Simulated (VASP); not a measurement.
# PbS (P-6m2) in VASP: a series of runs

One crystal, PbS, is run at these levels: PBE; tasks: single point.

Everything below comes from runs of VASP 6.6.1. Logs are shortened: lines on timing, memory, paths and dates and some standing lists are left out, and cuts for length are marked.

## 1. Starting point

The structure is hexagonal, space group P-6m2 (No. 187). Conventional cell: a = 4.090 Å, b = 4.090 Å, c = 3.788 Å, α = 90.00°, β = 90.00°, γ = 120.00°. Around Pb (site symmetry -6m2) lie 6 S at 3.03 Å. S (site symmetry -6m2) has 6 Pb at 3.03 Å as nearest neighbours.

Measurements of this composition are mostly on another form, of space group No. 225.

## 2. Single point, PBE

INCAR reads:

```
SYSTEM = PbS
PREC = Accurate
ENCUT = 400
EDIFF = 0.01
ISMEAR = 0
SIGMA = 0.05
LREAL = .FALSE.
LASPH = .TRUE.
NELM = 100
ALGO = Normal
ISIF = 2
LWAVE = .FALSE.
LCHARG = .FALSE.
GGA = PE
NBANDS = 12
ADDGRID = .FALSE.
```

KPOINTS reads:

```
Automatic mesh
0
G
  5 5 4
  0 0 0
```

POSCAR reads:

```
PbS
1.0
    4.0896976867      0.0000000000      0.0000000000
   -2.0448488433      3.5417820905      0.0000000000
    0.0000000000      0.0000000000      3.7881670000
Pb S
1 1
Direct
    0.0000000000      0.0000000000      0.0000000000
    0.6666666667      0.3333333333      0.5000000000
```

Potentials or basis: VASP PAW PBE potentials, release 64 (Pb, S).

On the command line:

```console
$ cat potpaw_PBE.64/Pb/POTCAR potpaw_PBE.64/S/POTCAR > POTCAR
$ mpirun -np 1 vasp_std > vasp.out
```

OUTCAR:

```text
SYSTEM = PbS
   PREC = Accurate
   ENCUT = 400
   EDIFF = 0.01
   ISMEAR = 0
   LREAL = .FALSE.
   LASPH = .TRUE.
   NELM = 100
   ISIF = 2
   GGA = PE

 Found     15 irreducible k-points:

 Following reciprocal coordinates:
            Coordinates               Weight
  0.000000  0.000000  0.000000      1.000000
  0.200000  0.000000  0.000000      6.000000
  0.400000  0.000000  0.000000      6.000000
  0.200000  0.200000  0.000000      6.000000
  0.400000  0.200000  0.000000      6.000000
  0.000000  0.000000  0.250000      2.000000
   k-points           NKPTS =     15   k-points in BZ     NKDIM =     15   number of bands    NBANDS=     12
   number of dos      NEDOS =    301   number of ions     NIONS =      2
   total plane-waves  NPLWV =  21952
   dimension x,y,z NGX =    28 NGY =   28 NGZ =   28
   dimension x,y,z NGXF=    56 NGYF=   56 NGZF=   56
   ions per type =               1   1
   NGX,Y,Z   is equivalent  to a cutoff of  11.38, 11.38, 12.29 a.u.
   NGXF,Y,Z  is equivalent  to a cutoff of  22.76, 22.76, 24.58 a.u.
 SYSTEM =  PbS
   PREC   = accura    normal or accurate (medium, high low for compatibility)
   ISTART =      0    job   : 0-new  1-cont  2-samecut
   ICHARG =      2    charge: 1-file 2-atom 10-const
   ISPIN  =      1    spin polarized calculation?
   LNONCOLLINEAR =      F non collinear calculations
   LSORBIT =      F    spin-orbit coupling
   LASPH  =      T    aspherical Exc in radial PAW
   ENCUT  =  400.0 eV  29.40 Ry    5.42 a.u.   6.67  6.67  6.18*2*pi/ulx,y,z
   NELM   =    100;   NELMIN=  2; NELMDL= -5     # of ELM steps
   EDIFF  = 0.1E-01   stopping-criterion for ELM
   LREAL  =      F    real-space projection
   EDIFFG = 0.1E+00   stopping-criterion for IOM
   NSW    =      0    number of steps for IOM
   IBRION =     -1    ionic relax: 0-MD 1-quasi-New 2-CG
   NFREE  =      0    steps in history (QN), initial steepest desc. (CG)
   ISIF   =      2    stress and relaxation
   ISYM   =      2    0-nonsym 1-usesym 2-fastsym
   POTIM  = 0.5000    time-step for ionic-motion
   TEBEG  =    0.0;   TEEND  =   0.0 temperature during run
   PSTRESS=    0.0 pullay stress
   NELECT =      10.0000    total number of electrons
   NUPDOWN=      -1.0000    fix difference up-down
   EMIN   =  10.00;   EMAX   =-10.00  energy-range for DOS
   EFERMI =   0.00;   METHOD = LEGACY
   ISMEAR =     0;   SIGMA  =   0.05  broadening in eV -4-tet -1-fermi 0-gaus
   EFERMI_NEDOS =   21; number of points for ismear=-14 and -15
   IALGO  =     38    algorithm
   IMIX   =      4    mixing-type and parameters
     AMIX     =   0.40;   BMIX     =  1.00
     AMIX_MAG =   1.60;   BMIX_MAG =  1.00
  volume/ion in A,a.u.               =      27.44       185.14
  Fermi-wavevector in a.u.,A,eV,Ry     =   0.928170  1.753987 11.721408  0.861499
  Thomas-Fermi vector in A             =   2.054318
   LORBIT       =      0    0 simple, 1 ext, 2 COOP (PROOUT), +10 PAW based schemes
   GGA     = PE    functional components
   LHFCALC =     F    Hartree Fock is set to
   AEXX    =    0.0000 exact exchange contribution
   IVDW    =     0    specifies the selected vdW correction
   LEPSILON=     F    determine dielectric tensor
   LRPA    =     F    only Hartree local field effects (RPA)
 non-spin polarized calculation
 Gauss-broadening in eV      SIGMA  =   0.05
  energy-cutoff  :      400.00
  volume of cell :       54.87
 maximum number of plane-waves:      1014
 NGX is ok and might be reduce to    28
   NGX = 13   NGY = 13   NGZ = 13

 number of electron      10.0000000 magnetization

 Free energy of the ion-electron system (eV)
  ---------------------------------------------------
  ext. energy  EPLUGINS =         0.00000000
  ---------------------------------------------------
  free energy    TOTEN  =        -8.55824099 eV

  energy without entropy =       -8.55816618  energy(sigma->0) =       -8.55820358

 E-fermi :   3.9526     XC(G=0):  -9.3610

 val. band max:        3.8795754756   @ k =   0.0000   0.0000   0.5000
 cond. band min:       4.0489407715   @ k =   0.4000   0.2000   0.5000
 fundamental gap:      0.1693652959
 Fermi energy:         3.9526487511

 k-point     1 :       0.0000    0.0000    0.0000
  band No.  band energies     occupation
      1      -9.2856      2.00000
      2      -2.5833      2.00000
      3       1.7158      2.00000
      4       2.1844      2.00000
      5       2.1844      2.00000
      6       7.3493      0.00000
      7       7.3493      0.00000
      8       9.1504      0.00000
      9      10.3801      0.00000
     10      10.9083      0.00000
     11      14.8096      0.00000
     12      14.9497      0.00000

 k-point     2 :       0.2000    0.0000    0.0000
  band No.  band energies     occupation
      1      -8.9968      2.00000
      2      -3.2237      2.00000
      3       1.7810      2.00000
      4       2.0014      2.00000
      5       2.2242      2.00000
      6       6.2316      0.00000
      7       8.0685      0.00000
      8       9.3745      0.00000
      9       9.7103      0.00000
     10      12.5886      0.00000
     11      14.0665      0.00000
     12      14.3897      0.00000

 k-point     3 :       0.4000    0.0000    0.0000
  band No.  band energies     occupation
      1      -8.3805      2.00000
      2      -4.3577      2.00000
      3       1.2635      2.00000
      4       2.1136      2.00000
      5       2.5653      2.00000
      6       5.7787      0.00000
      7       8.0458      0.00000
      8       9.0140      0.00000
      9       9.4789      0.00000
     10      13.6225      0.00000
     11      14.6840      0.00000
     12      14.9190      0.00000

 k-point     4 :       0.2000    0.2000    0.0000
  band No.  band energies     occupation
      1      -8.5254      2.00000
      2      -4.0638      2.00000
      3       0.6966      2.00000
      4       2.4411      2.00000
      5       2.9428      2.00000
      6       5.8532      0.00000
      7       8.2288      0.00000
      8       8.3461      0.00000
      9      10.2164      0.00000
     10      12.3820      0.00000
     11      13.7013      0.00000
     12      14.8678      0.00000

 k-point     5 :       0.4000    0.2000    0.0000
  band No.  band energies     occupation
      1      -8.1409      2.00000
      2      -4.6299      2.00000
      3       0.0691      2.00000
      4       2.7690      2.00000
      5       3.4749      2.00000
      6       5.7771      0.00000
      7       7.7621      0.00000
      8       7.8301      0.00000
      9      10.7140      0.00000
     10      13.0348      0.00000
     11      13.2266      0.00000
     12      13.8028      0.00000

 k-point     6 :       0.0000    0.0000    0.2500
  band No.  band energies     occupation
      1      -8.8449      2.00000
      2      -3.8093      2.00000
      3       2.4108      2.00000
      4       2.4560      2.00000
      5       2.4561      2.00000
      6       7.2929      0.00000
      7       7.5831      0.00000
      8       7.5831      0.00000
      9      11.5337      0.00000
     10      12.0855      0.00000
     11      12.3284      0.00000
     12      12.3284      0.00000

 [... further k-points ...]

------------------------ aborting loop because EDIFF is reached ----------------------------------------

  FORCE on cell =-STRESS in cart. coord.  units (eV):
  Direction    XX          YY          ZZ          XY          YZ          ZX
  --------------------------------------------------------------------------------------
  -------------------------------------------------------------------------------------
  Total        0.2256461      0.2256461      0.3926493      0.0000000      0.0000000      0.0000000
  in kB        6.5886468      6.5886468     11.4649786      0.0000000      0.0000000      0.0000000
  external PRESSURE =       8.2140907 kB  Pullay stress =       0.0000000 kB

 VOLUME and BASIS-vectors are now :
 -----------------------------------------------------------------------------
  energy-cutoff  :      400.00
  volume of cell :       54.87
      direct lattice vectors                 reciprocal lattice vectors
     4.089697687  0.000000000  0.000000000     0.244516851  0.141171870  0.000000000
    -2.044848843  3.541782090  0.000000000     0.000000000  0.282343740  0.000000000
     0.000000000  0.000000000  3.788167000     0.000000000  0.000000000  0.263979914

 POSITION                                       TOTAL-FORCE (eV/Angst)
 -----------------------------------------------------------------------------------
      0.00000      0.00000      0.00000         0.000000     -0.000000      0.000000
      2.04485      1.18059      1.89408        -0.000000      0.000000      0.000000
 -----------------------------------------------------------------------------------
    total drift:                               -0.000000      0.000000      0.000000

  FREE ENERGIE OF THE ION-ELECTRON SYSTEM (eV)
  ---------------------------------------------------
  free  energy   TOTEN  =        -8.5582409868 eV

  energy  without entropy=       -8.5581661829  energy(sigma->0) =       -8.55820358
```

It took 3.4 s on 1 thread of Intel Xeon 6975P-C (Granite Rapids), shared host; peak memory 0.15 GiB.

These settings aren't checked as converged: the numbers below hold their error.

What came out:

```
Free energy            : -8.5582 eV
Pressure               : 0.8 GPa
Band gap on the k mesh : 0.17 eV, indirect (least direct gap 0.90 eV)
```

Caveat: spin-orbit coupling is left out, which as a rule narrows the gap of such compounds by several tenths of an eV; an odd mesh through Γ misses points on the zone boundary, where band edges often lie.

## 3. Single point, PBE

INCAR is that of step 2.

KPOINTS is that of step 2.

POSCAR reads:

```
PbS
1.0
    4.0896976867      0.0000000000      0.0000000000
   -2.0448488433      3.5417820905      0.0000000000
    0.0000000000      0.0000000000      3.7881670000
Pb S
1 1
Direct
    0.0512430000     -0.0024510000     -0.0244300000
    0.6810560000      0.3414810000      0.4970830000
```

Potentials or basis: VASP PAW PBE potentials, release 64 (Pb, S).

On the command line:

```console
$ cat potpaw_PBE.64/Pb/POTCAR potpaw_PBE.64/S/POTCAR > POTCAR
$ mpirun -np 1 vasp_std > vasp.out
```

It took 7.2 s on 1 thread of Intel Xeon 6975P-C (Granite Rapids), shared host; peak memory 0.17 GiB.

These settings aren't checked as converged: the numbers below hold their error.

What came out:

| Quantity | Value |
| --- | --- |
| Free energy | -8.5341 eV |
| Pressure | 1.7 GPa |
| Largest force | 0.327 eV/Å |
| Band gap on the k mesh | 0.06 eV, indirect (least direct gap 0.97 eV) |

Caveat: spin-orbit coupling is left out, which as a rule narrows the gap of such compounds by several tenths of an eV; an odd mesh through Γ misses points on the zone boundary, where band edges often lie.

## 4. Single point, PBE

INCAR, as its differences from that of step 3:

```diff
@@ -3,3 +3,3 @@
 ENCUT = 400
-EDIFF = 0.01
+EDIFF = 0.001
 ISMEAR = 0
```

KPOINTS is that of step 3.

POSCAR reads:

```
PbS
1.0
    4.0896976867      0.0000000000      0.0000000000
   -2.0448488433      3.5417820905      0.0000000000
    0.0000000000      0.0000000000      3.7881670000
Pb S
1 1
Direct
    0.0000000000      0.0000000000      0.0000000000
    0.6666666667      0.3333333333      0.5000000000
```

Potentials or basis: VASP PAW PBE potentials, release 64 (Pb, S).

On the command line:

```console
$ cat potpaw_PBE.64/Pb/POTCAR potpaw_PBE.64/S/POTCAR > POTCAR
$ mpirun -np 1 vasp_std > vasp.out
```

OUTCAR:

```text
SYSTEM = PbS
   PREC = Accurate
   ENCUT = 400
   EDIFF = 0.001
   ISMEAR = 0
   LREAL = .FALSE.
   LASPH = .TRUE.
   NELM = 100
   ISIF = 2
   GGA = PE

 Found     15 irreducible k-points:

 Following reciprocal coordinates:
            Coordinates               Weight
  0.000000  0.000000  0.000000      1.000000
  0.200000  0.000000  0.000000      6.000000
  0.400000  0.000000  0.000000      6.000000
  0.200000  0.200000  0.000000      6.000000
  0.400000  0.200000  0.000000      6.000000
  0.000000  0.000000  0.250000      2.000000
   k-points           NKPTS =     15   k-points in BZ     NKDIM =     15   number of bands    NBANDS=     12
   number of dos      NEDOS =    301   number of ions     NIONS =      2
   total plane-waves  NPLWV =  21952
   dimension x,y,z NGX =    28 NGY =   28 NGZ =   28
   dimension x,y,z NGXF=    56 NGYF=   56 NGZF=   56
   ions per type =               1   1
   NGX,Y,Z   is equivalent  to a cutoff of  11.38, 11.38, 12.29 a.u.
   NGXF,Y,Z  is equivalent  to a cutoff of  22.76, 22.76, 24.58 a.u.
 SYSTEM =  PbS
   PREC   = accura    normal or accurate (medium, high low for compatibility)
   ISTART =      0    job   : 0-new  1-cont  2-samecut
   ICHARG =      2    charge: 1-file 2-atom 10-const
   ISPIN  =      1    spin polarized calculation?
   LNONCOLLINEAR =      F non collinear calculations
   LSORBIT =      F    spin-orbit coupling
   LASPH  =      T    aspherical Exc in radial PAW
   ENCUT  =  400.0 eV  29.40 Ry    5.42 a.u.   6.67  6.67  6.18*2*pi/ulx,y,z
   NELM   =    100;   NELMIN=  2; NELMDL= -5     # of ELM steps
   EDIFF  = 0.1E-02   stopping-criterion for ELM
   LREAL  =      F    real-space projection
   EDIFFG = 0.1E-01   stopping-criterion for IOM
   NSW    =      0    number of steps for IOM
   IBRION =     -1    ionic relax: 0-MD 1-quasi-New 2-CG
   NFREE  =      0    steps in history (QN), initial steepest desc. (CG)
   ISIF   =      2    stress and relaxation
   ISYM   =      2    0-nonsym 1-usesym 2-fastsym
   POTIM  = 0.5000    time-step for ionic-motion
   TEBEG  =    0.0;   TEEND  =   0.0 temperature during run
   PSTRESS=    0.0 pullay stress
   NELECT =      10.0000    total number of electrons
   NUPDOWN=      -1.0000    fix difference up-down
   EMIN   =  10.00;   EMAX   =-10.00  energy-range for DOS
   EFERMI =   0.00;   METHOD = LEGACY
   ISMEAR =     0;   SIGMA  =   0.05  broadening in eV -4-tet -1-fermi 0-gaus
   EFERMI_NEDOS =   21; number of points for ismear=-14 and -15
   IALGO  =     38    algorithm
   IMIX   =      4    mixing-type and parameters
[... 21 lines left out ...]

 Free energy of the ion-electron system (eV)
  ---------------------------------------------------
  ext. energy  EPLUGINS =         0.00000000
  ---------------------------------------------------
  free energy    TOTEN  =        -8.55751090 eV

  energy without entropy =       -8.55725415  energy(sigma->0) =       -8.55738252

 E-fermi :   3.9679     XC(G=0):  -9.3541

 val. band max:        3.9188027201   @ k =   0.0000   0.0000   0.5000
 cond. band min:       4.0458132248   @ k =   0.4000   0.2000   0.5000
 fundamental gap:      0.1270105048
 Fermi energy:         3.9678836965

 k-point     1 :       0.0000    0.0000    0.0000
  band No.  band energies     occupation
      1      -9.2458      2.00000
      2      -2.5700      2.00000
      3       1.7553      2.00000
      4       2.2291      2.00000
      5       2.2291      2.00000
      6       7.3496      0.00000
      7       7.3496      0.00000
      8       9.1595      0.00000
      9      10.3905      0.00000
     10      10.9106      0.00000
     11      14.8139      0.00000
     12      14.8804      0.00000
[... 61 lines left out ...]
 k-point     6 :       0.0000    0.0000    0.2500
  band No.  band energies     occupation
      1      -8.8003      2.00000
      2      -3.7999      2.00000
      3       2.4437      2.00000
      4       2.5041      2.00000
      5       2.5041      2.00000
      6       7.3098      0.00000
      7       7.5802      0.00000
      8       7.5802      0.00000
      9      11.5357      0.00000
     10      12.0945      0.00000
     11      12.3389      0.00000
     12      12.3389      0.00000

 [... further k-points ...]

------------------------ aborting loop because EDIFF is reached ----------------------------------------

  FORCE on cell =-STRESS in cart. coord.  units (eV):
  Direction    XX          YY          ZZ          XY          YZ          ZX
  --------------------------------------------------------------------------------------
  -------------------------------------------------------------------------------------
  Total       -0.2435209     -0.2435209     -0.0222285     -0.0000000     -0.0000000      0.0000000
  in kB       -7.1105738     -7.1105738     -0.6490507     -0.0000000     -0.0000000      0.0000000
  external PRESSURE =      -4.9567328 kB  Pullay stress =       0.0000000 kB

 VOLUME and BASIS-vectors are now :
 -----------------------------------------------------------------------------
  energy-cutoff  :      400.00
  volume of cell :       54.87
      direct lattice vectors                 reciprocal lattice vectors
     4.089697687  0.000000000  0.000000000     0.244516851  0.141171870  0.000000000
    -2.044848843  3.541782090  0.000000000     0.000000000  0.282343740  0.000000000
     0.000000000  0.000000000  3.788167000     0.000000000  0.000000000  0.263979914

 POSITION                                       TOTAL-FORCE (eV/Angst)
 -----------------------------------------------------------------------------------
      0.00000      0.00000      0.00000         0.000000     -0.000000      0.000000
      2.04485      1.18059      1.89408         0.000000      0.000000      0.000000
 -----------------------------------------------------------------------------------
    total drift:                               -0.000000      0.000000      0.000000

  FREE ENERGIE OF THE ION-ELECTRON SYSTEM (eV)
  ---------------------------------------------------
  free  energy   TOTEN  =        -8.5575109010 eV

  energy  without entropy=       -8.5572541476  energy(sigma->0) =       -8.55738252
```

Wall time 3.9 s (1 thread of Intel Xeon 6975P-C (Granite Rapids), shared host); peak memory 0.16 GiB.

The run converged, but some of its settings lie outside the range that counts as converged, so its numbers aren't taken as properties of the crystal.

Results:

```yaml
Free_energy: -8.5575 eV
Pressure: -0.5 GPa
Band_gap_on_the_k_mesh: 0.13 eV, indirect (least direct gap 0.87 eV)
```

Caveat: spin-orbit coupling is left out, which as a rule narrows the gap of such compounds by several tenths of an eV; an odd mesh through Γ misses points on the zone boundary, where band edges often lie.

[end of part 1 of 2]
